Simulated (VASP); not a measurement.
Here is a VASP 6.6.1 calculation.

The input INCAR:

```
PREC = Accurate
ENCUT = 600
EDIFF = 1E-7
ISMEAR = -1
SIGMA = 0.05
LREAL = False
LASPH = True
NELM = 100
ALGO = Normal
ISIF = 3
LWAVE = False
LCHARG = False
METAGGA = SCAN
LMIXTAU = True
IVDW = 13
IBRION = 2
NSW = 60
EDIFFG = -0.01
```

KPOINTS

```
Automatic mesh
0
Gamma
  11 11 11
```

Contents of POSCAR:

```
Al
1.0
    0.0000000000      2.0248050000      2.0248050000
    2.0248050000      0.0000000000      2.0248050000
    2.0248050000      2.0248050000      0.0000000000
Al
1
Direct
    0.0000000000      0.0000000000      0.0000000000
```

Potentials or basis: VASP PAW PBE potentials, release 64 (Al).

Command:

```bash
$ cat potpaw_PBE.64/Al/POTCAR > POTCAR
$ mpirun -np 1 vasp_std > vasp.out
```

**Question.** What does it give for the dispersion energy per atom?

**Answer.** -0.101 eV.

**Question.** What does it give for the relaxed volume?

**Answer.** 15.92 Å³/atom.

**Question.** Predict the relaxed cell.

**Answer.** a = 2.824 Å, b = 2.824 Å, c = 2.824 Å, α = 60.00°, β = 60.00°, γ = 60.00°.

**Question.** Predict the space group after relaxing (to 0.05 Å).

**Answer.** Fm-3m (No. 225).

Step by step:
| step | energy change (eV) | largest force (eV/Å) | pressure (GPa) | volume (Å³) |
| --- | --- | --- | --- | --- |
| 1 | 0.0000 | 0.0000 | -3.11 | 16.60 |
| 2 | -0.0068 | 0.0000 | 0.45 | 15.84 |
| 3 | -0.0069 | 0.0000 | 0.01 | 15.92 |

Caveat: the PAW data sets were made with another functional, which shifts forces and pressure a little; pairwise dispersion overbinds metals, which lowers pressure and volume.

The cell as given is a measured one (16.60 Å³/atom); SCAN+D4 puts the equilibrium volume -4.1 % from it, thermal expansion not counted.
